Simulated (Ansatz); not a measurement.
Ligand exchange: InH2(SH) + CHF3S → InH(SH)2 + CHF3

Species: InH2(SH), singlet; CHF3S (trifluoromethanethiol) `FC(F)(F)S`, singlet; InH(SH)2, singlet; CHF3 (trifluoromethane) `FC(F)F`, singlet. The partners trade H for SH: In–H and C–SH bonds give way to In–SH and C–H.

Shapes, held fixed at every level: PBE0-D4/def2-TZVP. Flexible molecules stand in one conformer, not always the lowest. Programs: Ansatz 0.2.0. The zero-point and thermal change to 298 K, harmonic and unscaled (PBE0-D4/def2-TZVP), is +14.3 kJ/mol.

| level | kind | ΔH(298 K) (kJ/mol) | less CCSD(T)/def2-TZVPP |
| --- | --- | --- | --- |
| HF/def2-SVP | Hartree–Fock | -158.8 | -12.9 |
| SPW92/def2-TZVPP | LDA | -121.8 | +24.1 |
| r2SCAN-D4/def2-TZVPP | meta-GGA | -137.1 | +8.8 |
| PBE0-D4/def2-TZVPP | global hybrid | -140.4 | +5.5 |
| wB97M-V/def2-TZVPP | range-separated hybrid | -134.4 | +11.5 |
| MP2/def2-SVP | perturbation theory | -145.4 | +0.5 |
| CCSD/def2-SVP | coupled cluster or CI | -142.0 | +3.9 |
| CCSD(T)/def2-TZVPP | coupled cluster or CI | -145.9 | 0.0 |

The highest level, CCSD(T)/def2-TZVPP, gives ΔH(298 K) = -145.9 kJ/mol; the levels span -158.8 to -121.8. The column of differences is taken from that level and isn't an error. No measured value is set beside it here. For atoms past krypton def2 sets carry core potentials with scalar relativity. Outer-core shells of In are correlated in most correlated rows, in sets that cover them unevenly.

The exchange is strongly exothermic at every level, so its direction doesn't depend on the treatment of correlation. Indium stays trivalent and the number of bonds is conserved, which leaves the difference in bond strengths as the driving force. A weak, hydridic In–H bond, limited by poor overlap between the diffuse indium valence orbitals and hydrogen 1s, gives way to a strong, compact C–H bond, while sulfur moves from carbon to the more electropositive indium and gains a more polar bond. The vibrational term of +14.3 kJ/mol opposes the reaction, probably because the C–H oscillator is much stiffer than the In–H one it replaces, but it is small beside the electronic gain.

In the same small basis, MP2 and CCSD both make the reaction less exothermic than Hartree–Fock does, so correlation favours the reactants there. The near-coincidence of MP2 with CCSD(T) may owe something to cancellation between basis and correlation errors. The favourable enthalpy says nothing about the barrier to exchange.
